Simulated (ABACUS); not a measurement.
The system is SiO2.

```xyz
9
Lattice="5.0605 0.0000 0.0000 -2.5303 4.3825 0.0000 0.0000 0.0000 5.5414" Properties=species:S:1:pos:R:3 pbc="T T T"
Si    2.5303    0.0000    0.0000
Si    1.2651    2.1913    3.6942
Si   -1.2651    2.1913    1.8471
O    -0.9468    3.4683    0.9236
O     0.0000    1.8284    2.7707
O     1.5835    0.9142    4.6178
O     3.4770    0.9142    0.9236
O     2.5303    2.5541    2.7707
O     0.9468    3.4683    4.6178
```

The cell comes from a database or a generator and needn't be the stable form of this composition.

- Program: ABACUS 3.10.1
- Task: single point
- Functional: PBE
- Potentials or basis: PseudoDojo NC SR 0.4.1 PBE standard
- Cutoff: 1143 eV
- Density cutoff: 4572 eV
- Basis: plane waves
- k mesh: 6 × 6 × 5
- Occupations: fermi-dirac, width 0.05 eV
- Spin: no spin polarisation

On this cell: pressure 4.4 GPa; largest force 0.211 eV/Å; band gap on the k mesh 5.75 eV, indirect (least direct gap 5.95 eV).

The same run follows on a disturbed copy (atoms moved at random, drawn with an rms of 0.05 Å):

```xyz
9
Lattice="5.0605 0.0000 0.0000 -2.5303 4.3825 0.0000 0.0000 0.0000 5.5414" Properties=species:S:1:pos:R:3 pbc="T T T"
Si    2.5531   -0.0143   -0.0154
Si    1.2997    2.2036    3.6791
Si   -1.2532    2.1990    1.8642
O    -0.9222    3.4164    0.9671
O    -0.0036    1.8191    2.8015
O     1.5779    0.9247    4.5866
O     3.5100    0.9554    0.8769
O     2.4414    2.5901    2.7595
O     0.9581    3.4910    4.5935
```

What changes?

The energy moves by +46.9 meV/atom; pressure 5.4 GPa; largest force 5.522 eV/Å; band gap on the k mesh 5.68 eV, indirect (least direct gap 5.88 eV).

Forces in eV/Å, atoms in the order of the input:
```
Si  -1.117  0.767  0.757
Si  -3.137 -0.594  1.788
Si  -1.252 -1.426  1.491
O    1.145  3.156 -2.200
O   -0.624 -0.177  0.005
O    0.643 -1.368  1.240
O   -0.473 -0.683  0.064
O    4.516  0.521 -3.134
O    0.299 -0.197 -0.010
```

Stress tensor (GPa, compression positive):
```
 4.20  1.64 -2.84
 1.64  6.19 -2.31
-2.84 -2.31  5.75
```

Caveats: there are fewer bands than atomic start orbitals, so a level may be missed at k points of high symmetry; an odd mesh through Γ misses points on the zone boundary, where band edges often lie.
